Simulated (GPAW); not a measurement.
# TiO (P-6m2) in GPAW: further runs

The runs below take TiO through single point, with TPSS, SCAN, r2SCAN.

All numbers are computed with GPAW 26.7.0; they aren't measurements. Logs are shortened: lines on timing, memory, paths and dates and some standing lists are left out, and cuts for length are marked. The log counts tension as positive stress, the text compression.

### Step 1. The crystal as given

It takes space group P-6m2 (No. 187, hexagonal). Conventional cell: a = 3.009 Å, b = 3.009 Å, c = 2.937 Å, α = 90.00°, β = 90.00°, γ = 120.00°. Ti (site symmetry -6m2) has 6 O at 2.27 Å as nearest neighbours. O (site symmetry -6m2) is surrounded by 6 Ti at 2.27 Å.

The cell comes from a database or a generator and needn't be the stable form of this composition.

### Step 2. Single point, TPSS

Input file run.py:

```python
from ase.dft.bandgap import bandgap
from ase.io import read, write
from ase.units import GPa
from gpaw import GPAW, PW

atoms = read('TiO.xyz')

calc = GPAW(mode=PW(800),
            xc='MGGA_X_TPSS+MGGA_C_TPSS',
            kpts={'size': (10, 10, 9), 'gamma': True},
            occupations={'name': 'fermi-dirac', 'width': 0.05},
            nbands=19,
            convergence={'density': 1e-05, 'energy': 1e-05},
            eigensolver='davidson',
            maxiter=150,
            txt='gpaw.txt')
atoms.calc = calc
energy = atoms.get_potential_energy()
forces = atoms.get_forces()
stress = atoms.get_stress()
calc.write('gs.gpw')
write('result.traj', atoms)
print(f'Energy: {energy:.6f} eV')
print('Forces (eV/A):')
print(forces.round(4))
print('Stress (GPa):', (stress / GPa).round(3))
print('Fermi level:', round(calc.get_fermi_level(), 4), 'eV')
print(f'Gap: {bandgap(calc)[0]:.4f} eV, direct: {bandgap(calc, direct=True)[0]:.4f} eV')
```

Input file TiO.xyz:

```xyz
2
Lattice="3.0094341535 0.0000000000 0.0000000000 -1.5047170767 2.6062464279 0.0000000000 0.0000000000 0.0000000000 2.9370586300" Properties=species:S:1:pos:R:3 pbc="T T T"
Ti     0.0000000000      0.0000000000      0.0000000000
O      1.5047170769      0.8687488092      1.4685293150
```

Potentials or basis: GPAW PAW data sets (gpaw-data 1.2.1), pw.

Launch:

```
$ OMP_NUM_THREADS=1 python run.py
```

gpaw.txt:

```text
__  _  _
 | _ |_)|_||  |
 |__||  | ||/\| - 26.7.0

Input parameters:
  mode=PW(ecut=800.0),
  convergence={'density': 1e-05, 'energy': 1e-05},
  eigensolver=Davidson(niter=2),
  kpts=MonkhorstPack(size=(10, 10, 9), gamma=True),
  maxiter=150,
  nbands=19,
  occupations=Occupations(name='fermi-dirac', width=0.05),
  xc=XC(name='MGGA_X_TPSS+MGGA_C_TPSS')

Diagonalizing LCAO Hamiltonian
Converting LCAO to pw mode

            O

       Ti

Atoms  # Å, Bohr magnetons
|   | symbol |        x |        y |        z |    initial magnetic moments |
|---|--------|----------|----------|----------|-----------------------------|
| 0 |     Ti | 0.000000 | 0.000000 | 0.000000 | ( 0.0000,  0.0000,  0.0000) |
| 1 |      O | 1.504717 | 0.868749 | 1.468529 | ( 0.0000,  0.0000,  0.0000) |

Unit cell  # Å
| periodic |         x |        y |        z |  lengths |     angles |
|----------|-----------|----------|----------|----------|------------|
|      yes |  3.009434 | 0.000000 | 0.000000 | 3.009434 |  90.000000 |
|      yes | -1.504717 | 2.606246 | 0.000000 | 3.009434 |  90.000000 |
|      yes |  0.000000 | 0.000000 | 2.937059 | 2.937059 | 120.000000 |

Number of symmetries: 12
Symmetry operations  # r_c * U_cc + t_c -> r_c
|    | kind |            matrix            |
|----|------|------------------------------|
|  0 |  σ   |  1, 1, 0,  0,-1, 0,  0, 0, 1 |
|  1 |  C2  |  1, 1, 0,  0,-1, 0,  0, 0,-1 |
|  2 |  E   |  1, 0, 0,  0, 1, 0,  0, 0, 1 |
|  3 |  σ   |  1, 0, 0,  0, 1, 0,  0, 0,-1 |
|  4 |  C3  |  0, 1, 0, -1,-1, 0,  0, 0, 1 |
|  5 |  S3  |  0, 1, 0, -1,-1, 0,  0, 0,-1 |
|  6 |  σ   |  0,-1, 0, -1, 0, 0,  0, 0, 1 |
|  7 |  C2  |  0,-1, 0, -1, 0, 0,  0, 0,-1 |
|  8 |  σ   | -1, 0, 0,  1, 1, 0,  0, 0, 1 |
|  9 |  C2  | -1, 0, 0,  1, 1, 0,  0, 0,-1 |
| 10 |  C3  | -1,-1, 0,  1, 0, 0,  0, 0, 1 |
| 11 |  S3  | -1,-1, 0,  1, 0, 0,  0, 0,-1 |

BZ-sampling:
  Number of BZ points: 900
  Number of IBZ points: 70

  Monkhorst-Pack size: [10, 10, 9]
  Monkhorst-Pack shift: [0.05, 0.05, 0.0]

K-points  # in reciprocal-cell coordinates
|     |                                coordinates |     weight |
|-----|--------------------------------------------|------------|
|   0 | (  0.00000000,   0.00000000,   0.00000000) | 0.00111111 |
|   1 | (  0.00000000,   0.00000000,   0.11111111) | 0.00222222 |
|   2 | (  0.00000000,   0.00000000,   0.22222222) | 0.00222222 |
|   3 | (  0.00000000,   0.00000000,   0.33333333) | 0.00222222 |
|   4 | (  0.00000000,   0.00000000,   0.44444444) | 0.00222222 |
|   5 | (  0.10000000,   0.00000000,   0.00000000) | 0.00666667 |
|   6 | (  0.10000000,   0.00000000,   0.11111111) | 0.01333333 |
|   7 | (  0.10000000,   0.00000000,   0.22222222) | 0.01333333 |
|   8 | (  0.10000000,   0.00000000,   0.33333333) | 0.01333333 |
|   9 | (  0.10000000,   0.00000000,   0.44444444) | 0.01333333 |
| ... |                                            |            |
|  69 | (  0.50000000,   0.50000000,   0.44444444) | 0.00666667 |

Plane wave coefficients: 1203
Cutoff: 800.0 eV

Spin-components: 1 (collinear spins)
Bands:           19
Projectors:      11
Spin-degeneracy: 2
Datatype:        complex128

Parallelization:
  kpt:    1
  domain: 1
  band:   1

Density:
  Valence electrons: 18.0
  Components: 1
  Grid points: [20 20 20]
  Charge: 0.0  # |e|

Potential:
  Grid points: [20 20 20]

species:
  Ti:
    name:    Titanium
    Z:       22.0
    valence: 12
    core:    10
    charge:  0.0  # [|e|]
    compensation charges:
      type: gauss
      rc: 0.38  # [Å]
      lmax: 2
    cutoffs:
      filter: 2.23  # [Å]
      core: 1.02  # [Å]
    projectors
    | kind |    occ | energy [eV] | rcut [Å] |
    |------|--------|-------------|----------|
    |   3s |  2.000 |     -62.623 |    1.270 |
    |   4s |  2.000 |      -4.466 |    1.270 |
    |   3p |  6.000 |     -38.862 |    1.058 |
    |   4p |  0.000 |      -1.466 |    1.058 |
    |   3d |  2.000 |      -4.258 |    1.058 |
    |    d |        |      22.953 |    1.058 |

    Using partial waves for Ti as LCAO basis

  O:
    name:    Oxygen
    Z:       8.0
    valence: 6
    core:    2
    charge:  0.0  # [|e|]
    compensation charges:
      type: gauss
      rc: 0.21  # [Å]
      lmax: 2
    cutoffs:
      filter: 1.17  # [Å]
      core: 0.83  # [Å]
    projectors
    | kind |    occ | energy [eV] | rcut [Å] |
    |------|--------|-------------|----------|
    |   2s |  2.000 |     -23.961 |    0.688 |
    |   2p |  4.000 |      -9.029 |    0.598 |
    |    s |        |       3.251 |    0.688 |
    |    p |        |      18.182 |    0.598 |
    |    d |        |       0.000 |    0.619 |

    Using partial waves for O as LCAO basis

Reference energy: -25264.866583  # eV

eigensolver:
  Davidson
  Converge bands: occupied
  niter=2

density mixing:
  MSR1-Mixer
  Pratt-step length: 0.05
  Maximum mixing coefficient: 0.75
  Old densities: 10
  SVD Regularization: 0.005
  Good broyden scale: 1.0
  Trust region scale: 1.0
  Backstep threshold: 4.0
  History deletion threshold: 6.0
  Fourier metric: weight=20.0, sigma=0.015

occupation numbers:
  Fermi-Dirac:
    width: 0.0500  # eV

poisson solver:
  ecut: 6400.0  # eV

xc functional:
  name: MGGA_X_TPSS+MGGA_C_TPSS with 2 nearest neighbor stencil

convergence criteria:
- Maximum integral of absolute [dens]ity change: 1e-05 electrons / valence electron
- Maximum [total energy] change in last 3 cyles: 1e-05 eV / valence electron
- Maximum integral of absolute [eigenst]ate change: 4e-08 eV^2 / valence electron
maximum number of iterations: 150

SCF iterations
|iter     | |      energy | eigst |  dens |
|---------|-|-------------|-------|-------|
|iter:   1| | -397.481600 | +6.50 |       |
|iter:   2| |  -15.867099 | +1.76 | -0.21 |
|iter:   3| |  -25.961553 | +0.51 | -1.12 |
|iter:   4| |  -25.877937 | -0.98 | -1.14 |
|iter:   5| |  -25.727967 | -2.05 | -1.22 |
|iter:   6| |  -25.702703 | -2.02 | -1.42 |
|iter:   7| |  -25.726250 | -2.48 | -1.72 |
|iter:   8| |  -25.727364 | -3.57 | -2.13 |
|iter:   9| |  -25.724048 | -3.94 | -2.34 |
|iter:  10| |  -25.723677 | -4.93 | -2.56 |
|iter:  11| |  -25.723382 | -5.11 | -2.64 |
|iter:  12| |  -25.723131 | -4.54 | -2.78 |
|iter:  13| |  -25.723138 | -5.58 | -3.25 |
|iter:  14| |  -25.723136c| -6.65 | -3.73 |
|iter:  15| |  -25.723136c| -7.66c| -4.37 |
|iter:  16| |  -25.723136c| -8.04c| -4.74 |
|iter:  17| |  -25.723136c| -9.55c| -5.70c|

Converged in 17 steps
Energy contributions relative to reference atoms: (reference = -25264.866583)

Energy contributions:
  Kinetic:           4.721529
  Coulomb:          -8.032487
  Zero:              0.318608
  External:          0.000000
  Xc:              -22.730372
  Entropy:          -0.000831
  Spinorbit:         0.000000
  ----------------------------
  Free energy:     -25.723552
  Extrapolated:    -25.723136

dipole moment: (-4.396215, -8.505162, -9.333789)  # |e|*Ang

Fermi level: 9.711
Eigenvalues  # (at kpt = [0.000, 0.000, 0.000])
| band index |      eig [eV] | occ [0-2] |
|------------|---------------|-----------|
|          0 |       -49.214 |     2.000 |
|          1 |       -24.948 |     2.000 |
|          2 |       -24.738 |     2.000 |
|          3 |       -24.738 |     2.000 |
|          4 |       -11.701 |     2.000 |
|          5 |         4.496 |     2.000 |
|          6 |         4.497 |     2.000 |
|          7 |         4.778 |     2.000 |
|          8 |         7.181 |     2.000 |
|          9 |        10.000 |     0.006 |
|         10 |        11.002 |     0.000 |
|         11 |        11.002 |     0.000 |
|         12 |        11.486 |     0.000 |
|         13 |        11.486 |     0.000 |
|         14 |        22.707 |     0.000 |
|         15 |        25.067 |     0.000 |
|         16 |        25.068 |     0.000 |
|        ... |               |           |
|         18 |        28.681 |     0.000 |

No gap
No difference between direct/indirect transitions

Forces  # eV/Ang
|       x |       y |       z |
|---------|---------|---------|
| 0.00000 | 0.00000 | 0.00000 |  # Ti   0
| 0.00000 | 0.00000 | 0.00000 |  # O    1

Stress tensor  # eV/Ang^3
|         x |         y |        z |
|-----------|-----------|----------|
|  0.194061 | -0.000000 | 0.000000 |
| -0.000000 |  0.194061 | 0.000000 |
|  0.000000 |  0.000000 | 0.162258 |

# Writing to gs.gpw (mode='')
```

Wall time 87 s (1 thread of Arm Neoverse V1, shared host); peak memory 0.26 GiB.

What came out:

* Free energy: -25.7236 eV
* Pressure: -29.4 GPa
* Band gap on the k mesh: none (metal or under the smearing width)

Levels at points of the mesh, in eV from the Fermi level:
| k point | band 5 | band 6 | band 7 | band 8 | band 9 | band 10 | band 11 | band 12 | band 13 | band 14 |
| --- | --- | --- | --- | --- | --- | --- | --- | --- | --- | --- |
| (0.00, 0.00, 0.00) | -21.41 | -5.21 | -5.21 | -4.93 | -2.53 | 0.29 | 1.29 | 1.29 | 1.78 | 1.78 |
| (0.50, 0.50, 0.00) | -20.58 | -8.08 | -5.61 | -5.08 | -2.05 | 1.24 | 1.44 | 2.19 | 2.30 | 5.00 |

Caveat: a pressure of tens of GPa on the cell as given is suspect, and the run, the potentials or the cell itself is likely at fault; the PAW data sets were made with another functional, which shifts forces and pressure a little; semilocal functionals often make such compounds metallic where correlation or magnetic order opens a gap, which also shifts bond lengths.

### Step 3. Single point, SCAN

run.py, as its differences from that of step 2:

```diff
@@ -8,3 +8,3 @@
 calc = GPAW(mode=PW(800),
-            xc='MGGA_X_TPSS+MGGA_C_TPSS',
+            xc='MGGA_X_SCAN+MGGA_C_SCAN',
             kpts={'size': (10, 10, 9), 'gamma': True},
@@ -13,3 +13,2 @@
             convergence={'density': 1e-05, 'energy': 1e-05},
-            eigensolver='davidson',
             maxiter=150,
```

TiO.xyz is that of step 2.

Potentials or basis: GPAW PAW data sets (gpaw-data 1.2.1), pw.

Launch:

```
$ OMP_NUM_THREADS=1 python run.py
```

Wall time 68 s (1 thread of Arm Neoverse V1, shared host); peak memory 0.26 GiB.

It converged, with:

```yaml
Free_energy: -25.9623 eV
Pressure: -30.9 GPa
Band_gap_on_the_k_mesh: none (metal or under the smearing width)
```

Stress tensor (GPa, compression positive):
```
-32.89   0.00   0.00
  0.00 -32.89   0.00
  0.00   0.00 -27.04
```

Levels at points of the mesh, in eV from the Fermi level:
```tsv
k point	band 7	band 8	band 9	band 10	band 11	band 12
(0.00, 0.00, 0.00)	-5.42	-5.13	-2.62	0.58	1.30	1.34
(0.50, 0.50, 0.00)	-5.81	-5.28	-2.09	1.27	1.57	2.23
```

Caveat: a pressure of tens of GPa on the cell as given is suspect, and the run, the potentials or the cell itself is likely at fault; the PAW data sets were made with another functional, which shifts forces and pressure a little; semilocal functionals often make such compounds metallic where correlation or magnetic order opens a gap, which also shifts bond lengths.

### Step 4. Single point, r2SCAN

run.py, as its differences from that of step 3:

```diff
@@ -8,3 +8,3 @@
 calc = GPAW(mode=PW(800),
-            xc='MGGA_X_SCAN+MGGA_C_SCAN',
+            xc='MGGA_X_R2SCAN+MGGA_C_R2SCAN',
             kpts={'size': (10, 10, 9), 'gamma': True},
```

TiO.xyz is that of step 3.

Launch:

```
$ OMP_NUM_THREADS=1 python run.py
```

Wall time 65 s (1 thread of Arm Neoverse V1, shared host); peak memory 0.26 GiB.

It converged, with:

```yaml
Free_energy: -22.6146 eV
Pressure: -30.4 GPa
Band_gap_on_the_k_mesh: none (metal or under the smearing width)
```

Stress tensor (GPa, compression positive):
```
-32.41   0.00   0.00
  0.00 -32.41   0.00
  0.00   0.00 -26.34
```

Levels at points of the mesh, in eV from the Fermi level:
```csv
k point,band 5,band 6,band 7,band 8,band 9,band 10,band 11,band 12,band 13,band 14
"(0.00, 0.00, 0.00)",-22.06,-5.43,-5.43,-5.14,-2.59,0.65,1.32,1.32,1.84,1.84
"(0.50, 0.50, 0.00)",-21.24,-8.25,-5.83,-5.29,-2.08,1.27,1.50,2.23,2.40,5.45
```

Caveat: a pressure of tens of GPa on the cell as given is suspect, and the run, the potentials or the cell itself is likely at fault; the PAW data sets were made with another functional, which shifts forces and pressure a little; semilocal functionals often make such compounds metallic where correlation or magnetic order opens a gap, which also shifts bond lengths.

### Step 5. Overview

| level | eigensolver | gap on the mesh (eV) | pressure (GPa) |
| --- | --- | --- | --- |
| TPSS | davidson | none | -29.4 |
| SCAN | - | none | -30.9 |
| r2SCAN | - | none | -30.4 |

Alike in all rows: task single point; potentials or basis GPAW PAW data sets (gpaw-data 1.2.1), pw; no spin polarisation; cell as given; k mesh 10 × 10 × 9; cutoff (eV) 800; smearing fermi-dirac 0.05 eV.

Every run on the cell as given and a fine mesh finds a metal. The pressure there spans -30.9 GPa (SCAN) to -29.4 GPa (TPSS); a positive pressure means that this level wants a larger cell, a negative one a smaller.

Caveats: a pressure of tens of GPa on the cell as given is suspect, and the run, the potentials or the cell itself is likely at fault; the PAW data sets were made with another functional, which shifts forces and pressure a little; semilocal functionals often make such compounds metallic where correlation or magnetic order opens a gap, which also shifts bond lengths.

Total energies depend on the potentials used, so only differences within one code and one set of settings carry meaning.
